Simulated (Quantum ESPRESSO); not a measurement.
Pb in Quantum ESPRESSO: the effect of functional

Pb:

```xyz
1
Lattice="0.0000 2.4750 2.4750 2.4750 0.0000 2.4750 2.4750 2.4750 0.0000" Properties=species:S:1:pos:R:3 pbc="T T T"
Pb    0.0000    0.0000    0.0000
```

Alike in all runs:

- Program: Quantum ESPRESSO 7.5
- Task: phonons
- Cutoff: 612 eV
- Density cutoff: 4898 eV
- k mesh: 6 × 6 × 6
- Occupations: cold, width 0.2 eV
- Spin: no spin polarisation

Each run relaxes the cell or the atoms first.

```csv
functional,potentials or basis,relaxed volume (Å³/atom),highest phonon frequency (cm⁻¹)
LDA,GBRV 1.5 LDA,29.43,76
PBEsol,GBRV 1.5 PBEsol,30.50,72
RPBE,GBRV 1.5 PBE,34.17,49
AM05,GBRV 1.5 PBE,?,?
WC,GBRV 1.5 PBE,30.58,71
vdW-DF-cx,GBRV 1.5 PBE,30.62,72
```

What does the run with functional AM05 give?

Relaxed volume 30.80 Å³/atom; highest phonon frequency 70 cm⁻¹.

Caveats: all runs use coarse meshes; the mesh is thin for the phonons of a metal; the q point doesn't lie on the k mesh, which can shift a metal's frequencies strongly unless the mesh is converged; the potentials were made for another functional, which shifts forces and pressure (some runs).

Runs at the PBE level aren't shown here.
